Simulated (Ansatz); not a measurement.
# Calculated coordination and O-17 quadrupole coupling for TiO₂

Cell: a Materials Project structure (computed, not necessarily an observed phase).

Space group I4/m (No. 87); a = 8.7015, c = 3.7751 Å.

```
site  Wyckoff  site symmetry       x       y       z
  Ti       8h            m..  0.0029  0.2923  0.0000
  O5       8h            m..  0.1508  0.4989  0.0000
  O6       8h            m..  0.3404  0.6617  0.5000
```

One atom of each set is listed; the run and its k-mesh use a cell of 12 atoms with edges of 6.44, 6.44, 6.44 Å.

Computed with Ansatz: DFT, r2SCAN, plane waves and PAW (field gradients read without the response of the frozen cores, which leaves them typically 4 to 6 % off), scalar-relativistic, 500 eV cutoff, Γ-centred 7×7×7 k-points, Fermi–Dirac smearing 0.02 eV.

Q(O-17) = -25.58 mb.

Question: Rank these O sites by |C_Q|, smallest first.
A. O5: 4 Ti at 1.95–2.26 Å
B. O6: 2 Ti at 1.80–1.81 Å, angle 169°

Answer: B (1.17 MHz, η = 0.79), A (2.05 MHz, η = 0.44).

Like point charges on the first shell alone (each adding as 1/d³) would put O6 above O5: the covalent part of each bond and the atoms beyond the first shell count as well.

The largest force is 0.3 eV/Å, so the atoms aren't at the calculated equilibrium and relaxing them would move these values.
